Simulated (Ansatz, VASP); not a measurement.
## Two plane-wave programs on Si

INCAR

```
PREC     = Accurate       # precision mode
ENCUT    = 520            # plane-wave cutoff, eV
EDIFF    = 1E-6           # SCF threshold, eV
ISMEAR   = -1             # smearing method
SIGMA    = 0.05           # smearing width, eV
LREAL    = False          # projectors in reciprocal space
LASPH    = True           # aspherical terms in the spheres
NELM     = 80             # most SCF steps
ALGO     = Normal         # electronic algorithm
ISIF     = 2              # what is computed and relaxed
LWAVE    = False          # write WAVECAR
LCHARG   = False          # write CHGCAR
GGA      = PE             # functional
NBANDS   = 11             # bands
```

Contents of KPOINTS:

```
regular mesh
0
Gamma
  11 11 11
```

File POSCAR:

```
Si
1.0
   -2.4178816084      2.4178816084      1.3553360359
    2.4178816084     -2.4178816084      1.3553360359
    2.4178816084      2.4178816084     -1.3553360359
Si
2
Direct
    0.5000000000      0.5000000000      0.0000000000
    0.2500000000      0.7500000000      0.5000000000
```

Contents of input.yaml:

```yaml
crystal:
  lattice:
    - [-2.4178816084, 2.4178816084, 1.3553360359]
    - [2.4178816084, -2.4178816084, 1.3553360359]
    - [2.4178816084, 2.4178816084, -1.3553360359]
  atoms:
    - { symbol: Si, position: [0.5, 0.5, 0.0] }
    - { symbol: Si, position: [0.25, 0.75, 0.5] }
hamiltonian:
  xc: pbe
  pseudopotentials: { kind: paw, azcp: { folder: soft_1 } }
kpoints:
  mp_grid: { grid: [11, 11, 11] }
scf:
  occupations: { method: fermi_dirac, width: 0.05 }
output:
  forces: true
  stress: true
  eigenvalues: true
  write_density: true
  write_potential: true
  elf: true
  volumetric_format: npy
```

This isn't the form of Si at room conditions, which is diamond.

Alike in both runs: task single point; functional PBE; k mesh 11 × 11 × 11; occupations fermi-dirac, width 0.05 eV; no spin polarisation.

```csv
,VASP,Ansatz
version,VASP 6.6.1,Ansatz 0.2.0
potentials or method,"VASP PAW PBE potentials, release 64 (Si)",Ansatz PAW soft_1
plane-wave cutoff (eV),520,420
valence electrons in the cell,8,8
```

```tsv
	VASP	Ansatz	Ansatz less VASP
gap on the k mesh at the Fermi level (eV)	none	none	-
pressure (GPa)	-3.0	-3.0	+0.04
largest component of the traceless stress (GPa)	0.36	0.36	+0.005
```

A gap of «none» marks a metal or a gap that the smearing closes.
